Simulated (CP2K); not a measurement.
# TiO2 (P4_2/mnm) in CP2K: relaxation of cell and atoms with RPBE

Aim: the relaxation of cell and atoms of TiO2 with RPBE.

All numbers are computed with CP2K 2026.2; they aren't measurements. Logs are shortened: lines on timing, memory, paths and dates and some standing lists are left out, and cuts for length are marked.

## Step 1: The crystal as given

Symmetry: P4_2/mnm, No. 136, tetragonal system. Conventional cell: a = 4.600 Å, b = 4.600 Å, c = 2.959 Å, α = 90.00°, β = 90.00°, γ = 90.00°. Around Ti (site symmetry mmm) lie 6 O at 1.95 to 1.98 Å. O (site symmetry m2m) is surrounded by 3 Ti at 1.95 to 1.98 Å.

The cell is a database's computed one.

## Step 2: Relaxation of cell and atoms, RPBE

tio2_vcrelax.inp reads:

```
&GLOBAL
  PROJECT tio2_vcrelax
  RUN_TYPE CELL_OPT
  PRINT_LEVEL LOW
&END GLOBAL
&FORCE_EVAL
  METHOD QS
  STRESS_TENSOR ANALYTICAL
  &DFT
    BASIS_SET_FILE_NAME BASIS_MOLOPT_UZH
    POTENTIAL_FILE_NAME POTENTIAL_UZH
    &MGRID
      CUTOFF 600
      REL_CUTOFF 60
      NGRIDS 5
    &END MGRID
    &QS
      METHOD GPW
      EPS_DEFAULT 1.0E-10
      EXTRAPOLATION USE_PREV_P
    &END QS
    &KPOINTS
      SCHEME MONKHORST-PACK 6 6 9
      GAMMA_CENTERED T
    &END KPOINTS
    &SCF
      SCF_GUESS ATOMIC
      EPS_SCF 1.0E-6
      MAX_SCF 100
      ADDED_MOS 24
      CHOLESKY OFF
      EPS_EIGVAL 1.0E-7
      &DIAGONALIZATION ON
        ALGORITHM STANDARD
      &END DIAGONALIZATION
      &MIXING ON
        METHOD BROYDEN_MIXING
        ALPHA 0.4
        BETA 1.5
        NBUFFER 8
      &END MIXING
      &SMEAR ON
        METHOD FERMI_DIRAC
        ELECTRONIC_TEMPERATURE [K] 580.226
      &END SMEAR
    &END SCF
    &XC
      &XC_FUNCTIONAL
        &GGA_X_RPBE
        &END GGA_X_RPBE
        &GGA_C_PBE
        &END GGA_C_PBE
      &END XC_FUNCTIONAL
    &END XC
    &PRINT
      &KPOINTS ON
      &END KPOINTS
      &MULLIKEN ON
        &EACH
          CELL_OPT 0
        &END EACH
        ADD_LAST NUMERIC
      &END MULLIKEN
      &MO ON
        ENERGIES T
        OCCUPATION_NUMBERS T
        &EACH
          QS_SCF 0
          CELL_OPT 0
        &END EACH
        ADD_LAST NUMERIC
      &END MO
    &END PRINT
  &END DFT
  &SUBSYS
    &CELL
      A 4.5998373239 0.0000000000 0.0000000000
      B 0.0000000000 4.5998373239 0.0000000000
      C 0.0000000000 0.0000000000 2.9592135600
      PERIODIC XYZ
    &END CELL
    &COORD
      Ti  0.0000000000 0.0000000000 1.4796067800
      Ti  2.2999186620 2.2999186620 0.0000000000
      O   1.3998285662 1.3998285662 1.4796067800
      O   0.9000900958 3.6997472281 0.0000000000
      O   3.6997472281 0.9000900958 0.0000000000
      O   3.2000087577 3.2000087577 1.4796067800
    &END COORD
    &KIND Ti
      BASIS_SET TZVP-MOLOPT-PBE-GTH-q12
      POTENTIAL GTH-PBE-q12
    &END KIND
    &KIND O
      BASIS_SET TZVP-MOLOPT-PBE-GTH-q6
      POTENTIAL GTH-PBE-q6
    &END KIND
    &PRINT
      &ATOMIC_COORDINATES ON
      &END ATOMIC_COORDINATES
      &CELL ON
      &END CELL
      &SYMMETRY ON
      &END SYMMETRY
    &END PRINT
  &END SUBSYS
  &PRINT
    &FORCES ON
    &END FORCES
    &STRESS_TENSOR ON
    &END STRESS_TENSOR
  &END PRINT
&END FORCE_EVAL
&MOTION
  &CELL_OPT
    OPTIMIZER BFGS
    MAX_ITER 40
    MAX_FORCE [eV*angstrom^-1] 0.05
    RMS_FORCE [eV*angstrom^-1] 0.05
    MAX_DR 1.0E-2
    RMS_DR 1.0E-2
    EXTERNAL_PRESSURE [bar] 0.0
    PRESSURE_TOLERANCE [bar] 500
    KEEP_SPACE_GROUP T
  &END CELL_OPT
  &PRINT
    &TRAJECTORY ON
    &END TRAJECTORY
    &CELL ON
    &END CELL
    &FORCES ON
    &END FORCES
    &STRESS ON
    &END STRESS
    &RESTART OFF
    &END RESTART
    &RESTART_HISTORY OFF
    &END RESTART_HISTORY
  &END PRINT
&END MOTION
```

Potentials or basis: POTENTIAL_UZH Ti GTH-PBE-q12, O GTH-PBE-q6; TZVP-MOLOPT-PBE-GTH basis.

Started as:

```console
OMP_NUM_THREADS=1 cp2k.psmp -i tio2_vcrelax.inp -o tio2_vcrelax.out
```

tio2_vcrelax.out:

```text

 CP2K| version string:                                       CP2K version 2026.2
 CP2K| Input file name                                          tio2_vcrelax.inp

 GLOBAL| Force Environment number                                              1
 GLOBAL| Basis set file name                                    BASIS_MOLOPT_UZH
 GLOBAL| Potential file name                                       POTENTIAL_UZH
 GLOBAL| MM Potential file name                                     MM_POTENTIAL
 GLOBAL| Coordinate file name                                      __STD_INPUT__
 GLOBAL| Method name                                                        CP2K
 GLOBAL| Project name                                               tio2_vcrelax
 GLOBAL| Run type                                                       CELL_OPT
 GLOBAL| FFT library                                                       FFTW3
 GLOBAL| Diagonalization library                                       ScaLAPACK
[... 5 lines left out ...]
 GLOBAL| Total number of message passing processes                             1
 GLOBAL| Number of threads for this process                                    1
 GLOBAL| CPU model name                          AMD EPYC 9R45 96-Core Processor

 CELL| Volume [angstrom^3]:                                            62.612530
 CELL| Vector a [angstrom]:       4.600     0.000     0.000   |a| =     4.599837
 CELL| Vector b [angstrom]:       0.000     4.600     0.000   |b| =     4.599837
 CELL| Vector c [angstrom]:       0.000     0.000     2.959   |c| =     2.959214
 CELL| Angle (b,c), alpha [degree]:                                    90.000000
 CELL| Angle (a,c), beta  [degree]:                                    90.000000
 CELL| Angle (a,b), gamma [degree]:                                    90.000000
 CELL| Numerically orthorhombic:                                             YES
 CELL| Periodicity                                                           XYZ

 CELL_REF| Volume [angstrom^3]:                                        62.612530
 CELL_REF| Vector a [angstrom     4.600     0.000     0.000   |a| =     4.599837
 CELL_REF| Vector b [angstrom     0.000     4.600     0.000   |b| =     4.599837
 CELL_REF| Vector c [angstrom     0.000     0.000     2.959   |c| =     2.959214
 CELL_REF| Angle (b,c), alpha [degree]:                                90.000000
 CELL_REF| Angle (a,c), beta  [degree]:                                90.000000
 CELL_REF| Angle (a,b), gamma [degree]:                                90.000000
 CELL_REF| Numerically orthorhombic:                                         YES
 CELL_REF| Periodicity                                                       XYZ

[... 9 lines left out ...]

  Total number of            - Atomic kinds:                                   2
                             - Atoms:                                          6
                             - Shell sets:                                     6
                             - Shells:                                        50
                             - Primitive Cartesian functions:                 32
                             - Cartesian basis functions:                    154
                             - Spherical basis functions:                    138

  Maximum angular momentum of- Orbital basis functions:                        3
                             - Local part of the GTH pseudopotential:          2
                             - Non-local part of the GTH pseudopotential:      3

 MODULE QUICKSTEP: ATOMIC COORDINATES IN ANGSTROM

   Atom Kind Element         X             Y             Z       Z(eff)     Mass
      1    1 Ti   22      0.000000      0.000000      1.479607  12.0000  47.8670
      2    1 Ti   22      2.299919      2.299919      0.000000  12.0000  47.8670
      3    2 O     8      1.399829      1.399829      1.479607   6.0000  15.9994
      4    2 O     8      0.900090      3.699747      0.000000   6.0000  15.9994
      5    2 O     8      3.699747      0.900090      0.000000   6.0000  15.9994
      6    2 O     8      3.200009      3.200009      1.479607   6.0000  15.9994

 Crystal Symmetry Information
       International Symbol:                                            P4_2/mnm
       Point Group Symbol:                                                 4/mmm
       Schoenflies Symbol:                                                D4h^14
       Number of Symmetry Operations:                                         16

 SCF PARAMETERS         Density guess:                                    ATOMIC
                        --------------------------------------------------------
                        max_scf:                                             100
[... 7 lines left out ...]
                        --------------------------------------------------------
                        level_shift [a.u.]:                             0.000000
                        added MOs                                        24    0
[... 476 lines left out ...]
 OPT| RMS gradient                                                  0.0016923409
 OPT| Convergence limit for RMS gradient                            0.0009723453
 OPT| RMS gradient is converged                                               NO
 OPT|
 OPT| Pressure deviation [bar]                                  12317.3781580018
 OPT| Pressure tolerance [bar]                                    500.0000000000
 OPT| Pressure is converged                                                   NO
 OPT| **************************************************************************
[... 241 lines left out ...]
 OPT| Total energy [hartree]                                     -180.7591690300
 OPT| Internal pressure [bar]                                   -2790.8982567839
 OPT| Effective energy change [hartree]                            -0.0002184580
 OPT| Predicted energy change [hartree]                            -0.0001581676
 OPT| Scaling factor                                                0.0000000000
 OPT| Step size                                                     0.0334329085
 OPT| Trust radius                                                  0.4724315332
 OPT| Decrease in energy                                                     YES
 OPT|
 OPT| Maximum step size                                             0.0334329085
 OPT| Convergence limit for maximum step size                       0.0100000000
 OPT| Maximum step size is converged                                          NO
 OPT|
 OPT| RMS step size                                                 0.0103259606
 OPT| Convergence limit for RMS step size                           0.0100000000
 OPT| RMS step size is converged                                              NO
 OPT|
 OPT| Maximum gradient                                              0.0068791360
 OPT| Convergence limit for maximum gradient                        0.0009723453
 OPT| Maximum gradient is converged                                           NO
 OPT|
 OPT| RMS gradient                                                  0.0015107584
 OPT| Convergence limit for RMS gradient                            0.0009723453
 OPT| RMS gradient is converged                                               NO
 OPT|
 OPT| Pressure deviation [bar]                                  -2790.8982567839
 OPT| Pressure tolerance [bar]                                    500.0000000000
 OPT| Pressure is converged                                                   NO
 OPT| **************************************************************************
[... 267 lines left out ...]
 OPT|
 OPT| RMS step size                                                 0.0068009975
 OPT| Convergence limit for RMS step size                           0.0100000000
 OPT| RMS step size is converged                                             YES
 OPT|
 OPT| Maximum gradient                                              0.0015585709
 OPT| Convergence limit for maximum gradient                        0.0009723453
 OPT| Maximum gradient is converged                                           NO
 OPT|
 OPT| RMS gradient                                                  0.0009389681
 OPT| Convergence limit for RMS gradient                            0.0009723453
 OPT| RMS gradient is converged                                              YES
 OPT|
 OPT| Pressure deviation [bar]                                   -482.6256380852
 OPT| Pressure tolerance [bar]                                    500.0000000000
 OPT| Pressure is converged                                                  YES
 OPT| **************************************************************************

 --------------------------
 OPTIMIZATION STEP:      7
 --------------------------
[... 539 lines left out ...]
 OPT|
 OPT| RMS step size                                                 0.0002318444
 OPT| Convergence limit for RMS step size                           0.0100000000
 OPT| RMS step size is converged                                             YES
 OPT|
 OPT| Maximum gradient                                              0.0000341121
 OPT| Convergence limit for maximum gradient                        0.0009723453
 OPT| Maximum gradient is converged                                          YES
 OPT|
 OPT| RMS gradient                                                  0.0000104072
 OPT| Convergence limit for RMS gradient                            0.0009723453
 OPT| RMS gradient is converged                                              YES
 OPT|
 OPT| Pressure deviation [bar]                                    117.6356917892
 OPT| Pressure tolerance [bar]                                    500.0000000000
 OPT| Pressure is converged                                                  YES
 OPT| **************************************************************************

 *******************************************************************************
 ***                    GEOMETRY OPTIMIZATION COMPLETED                      ***
 *******************************************************************************

 write_final_structure: Optimization converged, writing XYZ file gladly:
  tio2_vcrelax-FINAL-1_10.xyz

 write_final_structure: Optimization converged, writing CIF file gladly:
  tio2_vcrelax-FINAL-1_10.cif

 write_final_structure: Done!

                    Reevaluating energy at the minimum

 CELL| Volume [angstrom^3]:                                            65.509263
 CELL| Vector a [angstrom]:       4.687     0.000     0.000   |a| =     4.686608
 CELL| Vector b [angstrom]:       0.000     4.687     0.000   |b| =     4.686608
 CELL| Vector c [angstrom]:       0.000     0.000     2.983   |c| =     2.982535
 CELL| Angle (b,c), alpha [degree]:                                    90.000000
 CELL| Angle (a,c), beta  [degree]:                                    90.000000
 CELL| Angle (a,b), gamma [degree]:                                    90.000000
 CELL| Numerically orthorhombic:                                             YES
 CELL| Periodicity                                                           XYZ
[... 786 lines left out ...]
 MO|     47               1.127766              30.688065               0.000000
 MO|     48               1.151697              31.339264               0.000000
 MO| Sum:                                                              48.000000
 MO| E(Fermi):            0.276142 a.u.          7.514205 eV

 [... the levels of further k-points ...]

 !-----------------------------------------------------------------------------!
                     Mulliken Population Analysis

 #  Atom  Element  Kind  Atomic population                           Net charge
       1     Ti       1         10.495540                              1.504460
       2     Ti       1         10.495273                              1.504727
       3     O        2          6.752373                             -0.752373
       4     O        2          6.752222                             -0.752222
       5     O        2          6.752221                             -0.752221
       6     O        2          6.752372                             -0.752372
 # Total charge                             48.000000                 -0.000000

 !-----------------------------------------------------------------------------!

 ENERGY| Total FORCE_EVAL ( QS ) energy [hartree]           -180.759430876953331
```

It took 14 min on 1 thread of AMD EPYC 9R45 (Zen 5), shared host; peak memory 0.89 GiB.

Results:

| Quantity | Value |
| --- | --- |
| Free energy | -4918.7143 eV |
| Relaxed volume | 10.92 Å³/atom |
| Relaxed cell | a = 4.687 Å, b = 4.687 Å, c = 2.983 Å, α = 90.00°, β = 90.00°, γ = 90.00° |
| Space group after relaxing (to 0.05 Å) | P4_2/mnm (No. 136) |
| Energy gained by relaxing | 14.1 meV/atom |
| Ionic steps | 12 |
| Pressure after relaxing | 0.0 GPa |
| Largest force after relaxing | 0.007 eV/Å |
| Band gap on the k mesh | 1.80 eV, direct |
| Mulliken charges | Ti +1.50; O -0.75 e |

Forces on the atoms (eV/Å):
```
Ti   0.000  0.000  0.000
Ti   0.000  0.000  0.000
O   -0.004 -0.004  0.000
O   -0.005  0.005  0.000
O    0.005 -0.005  0.000
O    0.004  0.004  0.000
```

Step by step:
```csv
step,energy change (eV),largest force (eV/Å),volume (Å³)
1,0.0000,0.1146,62.61
2,-0.0267,0.1234,63.12
3,-0.0690,0.0901,64.82
4,-0.0713,0.0585,65.01
5,-0.0772,0.0540,65.42
6,-0.0810,0.1250,65.58
7,-0.0831,0.1341,65.56
8,-0.0839,0.0893,65.50
9,-0.0842,0.0309,65.47
10,-0.0843,0.0095,65.49
11,-0.0843,0.0074,65.51
12,-0.0843,0.0074,65.51
```

Final structure:
```yaml
crystal:
  lattice:
    - [4.68661, 0.00000, 0.00000]
    - [0.00000, 4.68661, 0.00000]
    - [0.00000, 0.00000, 2.98253]
  atoms:
    - { symbol: Ti, position: [0.00000, 0.00000, 0.50000] }
    - { symbol: Ti, position: [0.50000, 0.50000, 0.00000] }
    - { symbol: O, position: [0.30593, 0.30593, 0.50000] }
    - { symbol: O, position: [0.19407, 0.80593, 0.00000] }
    - { symbol: O, position: [0.80593, 0.19407, 0.00000] }
    - { symbol: O, position: [0.69407, 0.69407, 0.50000] }
```

Levels at points of the mesh, in eV from the valence-band top:
| k point | band 21 | band 22 | band 23 | band 24 | band 25 | band 26 | band 27 | band 28 |
| --- | --- | --- | --- | --- | --- | --- | --- | --- |
| (0.00, 0.00, 0.00) | -0.68 | -0.43 | -0.43 | 0.00 | 1.80 | 2.09 | 2.35 | 2.39 |
| (0.00, 0.50, 0.00) | -1.51 | -1.51 | -0.68 | -0.68 | 2.43 | 2.43 | 2.83 | 2.83 |
| (0.50, 0.00, 0.00) | -1.51 | -1.51 | -0.68 | -0.68 | 2.43 | 2.43 | 2.83 | 2.83 |
| (0.50, 0.50, 0.00) | -1.23 | -1.23 | -1.02 | -1.02 | 1.83 | 1.83 | 2.40 | 2.40 |

Caveat: Mulliken charges move with the basis; the potentials were made for another functional, which shifts forces and pressure; an odd mesh through Γ misses points on the zone boundary, where band edges often lie; the basis of atomic orbitals isn't converged, which shifts pressures, moduli and gaps.
